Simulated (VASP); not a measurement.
Set up this calculation in VASP 6.6.1, as the native input.

| Item | Value |
| --- | --- |
| Task | single point |
| Functional | LDA |
| Potentials or basis | VASP PAW PBE potentials, release 64 (Tb_3), 4f in core |
| Cutoff | 520 eV |
| k mesh | 9 × 9 × 9 |
| Occupations | gaussian, width 0.02 eV |
| Spin | collinear spin, ferromagnetic start |
| Starting moments | [6.0] μB |
| Further INCAR settings | ALGO = Normal; EDIFF = 1e-06 |

The structure of Tb lies in POSCAR:

```
Tb
1.0
   -2.0100000000      2.0100000000      2.0100000000
    2.0100000000     -2.0100000000      2.0100000000
    2.0100000000      2.0100000000     -2.0100000000
Tb
1
Direct
    0.0000000000      0.0000000000      0.0000000000
```

This isn't the form of Tb at room conditions, which is hcp.

One way to write it, as run:

INCAR

```
PREC = Accurate
ENCUT = 520
EDIFF = 1E-6
ISMEAR = 0
SIGMA = 0.02
LREAL = False
LASPH = True
NELM = 100
ALGO = Normal
ISIF = 2
LWAVE = False
LCHARG = False
ISPIN = 2
MAGMOM = 6
LORBIT = 11
LMAXMIX = 6
GGA = CA
```

KPOINTS

```
regular mesh
0
Gamma
  9 9 9
```

Potentials or basis: VASP PAW PBE potentials, release 64 (Tb_3), 4f in core.

Launch:

```console
$ cat potpaw_PBE.64/Tb_3/POTCAR > POTCAR
$ mpirun -np 1 vasp_std > vasp.out
```

It gave:

- Pressure: -4.5 GPa
- Band gap on the k mesh: none (metal or under the smearing width)
- Net moment: 0.00 μB per cell
- Valence electrons inside the program's atomic spheres: Tb 7.79

Caveat: the magnetic or orbital state may not be the lowest; the PAW data sets were made with another functional, which shifts forces and pressure a little; spin-orbit coupling is left out, which moves the levels of the heavy elements; the 4f electrons are frozen in the core as for a trivalent ion, so they carry no moment and show no levels.

Run time: 48 s on 1 thread of AMD EPYC 7R13 Processor (Zen 3) (shared host), peak memory 0.13 GiB.
